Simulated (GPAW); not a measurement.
The system is TiC.

```
CELL_PARAMETERS angstrom
0.00000 2.16572 2.16572
2.16572 0.00000 2.16572
2.16572 2.16572 0.00000
ATOMIC_POSITIONS crystal
Ti 0.00000 0.00000 0.00000
C 0.50000 0.50000 0.50000
```

The cell is a database's computed one.

Base run:

- Program: GPAW 26.7.0
- Functional: r2SCAN
- Potentials or basis: GPAW PAW data sets (gpaw-data 1.2.1)
- Cutoff: 800 eV
- Basis: pw
- k mesh: 11 × 11 × 11
- Occupations: fermi-dirac, width 0.05 eV
- Spin: no spin polarisation

Its results: pressure 0.3 GPa.

The run is repeated on the same cell with these changes: functional from r2SCAN to SCAN. What comes out?

Pressure -1.1 GPa.

Caveats: the PAW data sets were made with another functional, which shifts forces and pressure a little.
